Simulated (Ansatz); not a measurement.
Crystal: CsSnI3.

```
CELL_PARAMETERS angstrom
6.20570 0.00000 0.00000
0.00000 6.20570 0.00000
0.00000 0.00000 6.20570
ATOMIC_POSITIONS crystal
Cs 0.00000 0.00000 0.00000
I 0.50000 0.50000 0.00000
I 0.50000 0.00000 0.50000
I 0.00000 0.50000 0.50000
Sn 0.50000 0.50000 0.50000
```

- Program: Ansatz 0.2.0
- Task: relaxation of cell and atoms
- Functional: PBEsol
- Potentials or basis: Ansatz PAW
- Cutoff: 420 eV (not typed: the program's choice for these potentials)
- k mesh: 5 × 5 × 5
- Occupations: fermi-dirac, width 0.05 eV
- Spin: no spin polarisation

At the start: volume 47.80 Å³/atom.

**Question.** How do energy, volume and symmetry change on relaxing?

**Answer.** It ends after 4 steps and the volume is 45.73 Å³/atom (-4.3 %); space group Pm-3m (No. 221, to 0.05 Å).

The path:
| step | energy change (eV) | largest force (eV/Å) | volume (Å³) |
| --- | --- | --- | --- |
| 1 | 0.0000 | 0.0000 | 238.99 |
| 2 | -0.0163 | 0.0000 | 234.33 |
| 3 | -0.0233 | 0.0000 | 228.67 |
| 4 | -0.0223 | 0.0000 | 228.67 |

Final structure:
```cif
data_structure
_symmetry_space_group_name_H-M 'P 1'
_symmetry_Int_Tables_number 1
_cell_length_a 6.1151
_cell_length_b 6.1151
_cell_length_c 6.1151
_cell_angle_alpha 90.000
_cell_angle_beta 90.000
_cell_angle_gamma 90.000
_cell_volume 228.67
loop_
_atom_site_label
_atom_site_type_symbol
_atom_site_fract_x
_atom_site_fract_y
_atom_site_fract_z
_atom_site_occupancy
Cs1 Cs 0.00000 0.00000 0.00000 1
I1 I 0.50000 0.50000 0.00000 1
I2 I 0.50000 0.00000 0.50000 1
I3 I 0.00000 0.50000 0.50000 1
Sn1 Sn 0.50000 0.50000 0.50000 1
```

Caveat: the plane-wave basis is chosen anew once the cell has moved, so the energies of steps on either side of that aren't comparable; the PAW data sets come from PBE, with cores solved anew for the run's functional, which leaves a small shift of forces and pressure.
